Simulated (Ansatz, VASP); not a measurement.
## One calculation of AlGa3N4, two programs

```
Al Ga N
1.0
     0.00000   -2.21461   -2.21461
     2.21169    4.42830   -2.21369
     4.42341   -2.21401    2.21401
Al Ga N
1 3 4
Direct
  0.75024 0.50048 0.25062
  0.49892 0.99784 0.49785
  0.25019 0.50039 0.74984
  0.00075 0.00149 0.00190
  0.81185 0.62369 0.94414
  0.56692 0.13383 0.18907
  0.30957 0.61914 0.42961
  0.06157 0.12313 0.68696
```

Alike in both runs: functional LDA; k mesh 10 × 10 × 6; occupations gaussian, width 0.02 eV; no spin polarisation.

Ansatz relaxed the structure, and its values are those at the end. VASP's run is a single point on that final structure, the one shown.

```csv
,VASP,Ansatz
version,VASP 6.6.1,Ansatz 0.2.0
potentials or method,"VASP PAW LDA potentials, release 64 (Al, Ga_d, N)","scalar-relativistic, plane waves, PAW"
plane-wave cutoff (eV),520,420
valence electrons in the cell,62,62
```

```csv
,VASP,Ansatz,Ansatz less VASP
gap on the k mesh at the Fermi level (eV),2.48,2.47,-0.010
least direct gap on the mesh (eV),2.48,2.47,-0.010
pressure (GPa),1.0,0.0,-1.02
rms of the force components (eV/Å),0.010,0.000,-0.0102
```

Ansatz warned: «pseudo_functional_mismatch».

A k mesh can miss the band edges. Expect the measured gap to be larger: semilocal functionals such as LDA lack the derivative discontinuity.
